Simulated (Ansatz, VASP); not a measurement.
One calculation of Ge, two programs

Contents of INCAR:

```
ALGO     = Normal         # electronic algorithm
EDIFF    = 1E-6           # SCF threshold, eV
ENCUT    = 520            # plane-wave cutoff, eV
GGA      = PS             # functional
ISIF     = 2              # what is computed and relaxed
ISMEAR   = 1              # smearing method
IVDW     = 13             # dispersion correction
LASPH    = T              # aspherical terms in the spheres
LCHARG   = F              # write CHGCAR
LREAL    = F              # projectors in reciprocal space
LWAVE    = F              # write WAVECAR
NBANDS   = 36             # bands
NELM     = 100            # most SCF steps
PREC     = Accurate       # precision mode
SIGMA    = 0.2            # smearing width, eV
```

KPOINTS

```
k-points
0
Gamma
  6 6 2
```

POSCAR

```
Ge
1.0
    4.0504050000      0.0000000000      0.0000000000
   -2.0252020000      3.5077530000      0.0000000000
    0.0000000000      0.0000000000     10.9933590000
Ge
4
Direct
    0.0000000000      0.0000000000      0.9774520000
    0.0000000000      0.0000000000      0.4774520000
    0.3333333333      0.6666666667      0.9148480000
    0.6666666667      0.3333333333      0.4148480000
```

Input for Ansatz:

```yaml
crystal:
  lattice:
    - [4.050405, 0.0, 0.0]
    - [-2.025202, 3.507753, 0.0]
    - [0.0, 0.0, 10.993359]
  atoms:
    - { symbol: Ge, position: [0.0, 0.0, 0.9774520000000001] }
    - { symbol: Ge, position: [0.0, 0.0, 0.477452] }
    - { symbol: Ge, position: [0.33333333333333337, 0.6666666666666666, 0.914848] }
    - { symbol: Ge, position: [0.6666666666666667, 0.3333333333333333, 0.41484799999999994] }
kpoints:
  mp_grid:
    grid: [6, 6, 2]
hamiltonian:
  xc: pbesol
  dispersion: d4
  pseudopotentials:
    kind: paw
scf:
  occupations:
    method: methfessel_paxton
    width: 0.2
```

This isn't the form of Ge at room conditions, which is diamond.

Alike in both runs: task single point; functional PBEsol; dispersion D4; k mesh 6 × 6 × 2; occupations methfessel-paxton of order 1, width 0.2 eV; no spin polarisation.

|  | VASP | Ansatz |
| --- | --- | --- |
| version | VASP 6.6.1 | Ansatz 0.2.0 |
| potentials or method | VASP PAW PBE potentials, release 64 (Ge_d) | plane waves, PAW |
| plane-wave cutoff (eV) | 520 | 420 |
| valence electrons in the cell | 56 | 56 |

```csv
,VASP,Ansatz,Ansatz less VASP
dispersion energy (meV/atom),-130.8,-130.9,-0.15
```
